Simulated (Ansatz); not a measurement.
Ionic part of the dielectric constant of CaS at 2.5 GPa, mode by mode

Computed with DFT LDA, scalar-relativistic, plane waves, PAW (Ansatz 0.2.0). Settings: 420 eV plane-wave cutoff, Γ-centred 8×8×8 mesh, fixed occupations. No spin polarisation. Phonons by linear response, acoustic sum rule imposed.

The structure is cubic, space group Fm-3m (No. 225). Conventional cell: a = 5.501 Å, b = 5.501 Å, c = 5.501 Å, α = 90.00°, β = 90.00°, γ = 90.00°. Ca (site symmetry m-3m) is surrounded by 6 S at 2.75 Å. S (site symmetry m-3m) has 6 Ca at 2.75 Å as nearest neighbours.

The cell is the ideal cubic rocksalt prototype.

The primitive cell has V = 41.61 Å³ and ε∞,xx = 5.514. Each polar mode adds Δε = (4.92064×10⁷/V)·S/ν² along x, with S its oscillator strength in e²/amu, ν in cm⁻¹ and V in Å³.

Question: From these modes, find each Δε and ε0,xx.
```json
{"ν (cm⁻¹)": "260.0", "S_xx (e²/amu)": "0.3099"}
```

Answer:
```
ν (cm⁻¹)    Δε
   260.0  5.42
```

The sum is 5.423, so ε0,xx = 10.94; the run's tensor has 10.94.

Question: Where do the longitudinal modes lie for a wave vector along x?

Answer: At 366 cm⁻¹. The Lyddane–Sachs–Teller product Π(ν_LO/ν_TO)² = 1.98 matches ε0/ε∞ = 1.98.

Cost: 1 run of about 0.43 core-minutes, on Arm Neoverse V2 (shared hosts).